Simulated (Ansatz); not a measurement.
A crystal relaxed with r2SCAN in the PAW code Ansatz has space group Fm-3m (No. 225) and a = 4.321 Å.

```tsv
atom	site	x	y	z
Xx	4a	0.0000	0.0000	0.0000
Be	8c	0.2500	0.7500	0.7500
```

r2SCAN gives an indirect gap of 1.53 eV, from Γ to X; the least direct gap is 4.65 eV at Γ. HSE06 gives an indirect gap of 1.91 eV, from Γ to X; the least direct gap is 5.14 eV at Γ. The PBE gap is indirect, 1.17 eV (Γ to X), below the direct gap of 4.15 eV at Γ. Meshes: r2SCAN 10×10×10, HSE06 8×8×8, PBE 10×10×10. r2SCAN's ε∞ is 6.6 in all directions.

Question: Which element is Xx?
A. C
B. Ge
C. Sn
D. Si

Answer: A. Xx is C: Be2C in the antifluorite structure. Around C lie 8 Be at 1.87 Å; around Be lie 4 C at 1.87 Å.

The values are computed, spin-unpolarised, and not measurements.

The meshes of the hybrids are coarse, so their gaps aren't converged to the digits shown.
